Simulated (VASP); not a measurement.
Crystal: In2GaAs3.

```
In Ga As
1.0
     4.19000    0.00000    0.00000
    -2.09500    3.62865    0.00000
     0.00000    0.00000   20.52000
In Ga As
4 2 6
Direct
  0.66667 0.33333 0.16670
  0.33333 0.66667 0.33330
  0.33333 0.66667 0.66670
  0.66667 0.33333 0.83330
  0.66667 0.33333 0.50000
  0.33333 0.66667 0.00000
  0.66667 0.33333 0.62500
  0.66667 0.33333 0.29170
  0.33333 0.66667 0.45830
  0.33333 0.66667 0.12500
  0.33333 0.66667 0.79170
  0.66667 0.33333 0.95830
```

The cell was built by a generator and needn't be a form met in nature.

* Program: VASP 6.6.1
* Task: relaxation of cell and atoms
* Functional: PBE
* Potentials or basis: VASP PAW PBE potentials, release 64 (In_d, Ga_d, As)
* Cutoff: 520 eV
* k mesh: 4 × 4 × 1
* Occupations: gaussian, width 0.15 eV
* Spin: no spin polarisation

At the start: pressure 4.8 GPa; volume 26.00 Å³/atom.

Where does the relaxation end?

Over 16 steps the energy falls by 48.8 meV/atom and the volume is 27.86 Å³/atom (+7.2 %); space group P6_3mc (No. 186, to 0.05 Å).

Step by step:
| step | energy change (eV) | largest force (eV/Å) | pressure (GPa) | volume (Å³) |
| --- | --- | --- | --- | --- |
| 1 | 0.0000 | 1.1489 | 4.82 | 311.99 |
| 2 | -0.4213 | 0.3895 | -1.75 | 348.65 |
| 3 | -0.4653 | 0.5632 | -0.46 | 339.14 |
| 4 | -0.5236 | 0.3504 | -0.10 | 337.25 |
| 5 | -0.5528 | 0.1879 | 0.04 | 335.63 |
| 6 | -0.5501 | 0.3780 | 0.20 | 332.40 |
| 7 | -0.5621 | 0.2272 | -0.05 | 334.15 |
| 8 | -0.5791 | 0.1859 | 0.80 | 332.90 |
| 9 | -0.5786 | 0.2711 | 0.09 | 332.95 |
| 10 | -0.5788 | 0.1851 | 0.21 | 332.92 |
| 11 | -0.5848 | 0.0519 | -0.54 | 335.03 |
| 12 | -0.5844 | 0.1392 | -0.09 | 334.71 |
| 13 | -0.5845 | 0.0951 | -0.14 | 334.83 |
| 14 | -0.5846 | 0.0964 | -0.08 | 334.89 |
| 15 | -0.5847 | 0.0888 | -0.07 | 334.96 |
| 16 | -0.5858 | 0.0375 | 0.04 | 334.32 |

Final structure:
```
CELL_PARAMETERS angstrom
4.28244 0.00000 0.00000
-2.14122 3.70871 0.00000
0.00000 0.00000 21.04995
ATOMIC_POSITIONS crystal
In 0.66667 0.33333 0.16443
In 0.33333 0.66667 0.33652
In 0.33333 0.66667 0.66443
In 0.66667 0.33333 0.83652
Ga 0.66667 0.33333 0.50004
Ga 0.33333 0.66667 0.00004
As 0.66667 0.33333 0.61902
As 0.66667 0.33333 0.29105
As 0.33333 0.66667 0.46394
As 0.33333 0.66667 0.11902
As 0.33333 0.66667 0.79105
As 0.66667 0.33333 0.96394
```

Caveat: the k mesh is coarse (spacing up to 0.43 Å⁻¹), so the values aren't converged; the relaxation stopped at a loose force limit of 0.08 eV/Å, so its end isn't a converged minimum.
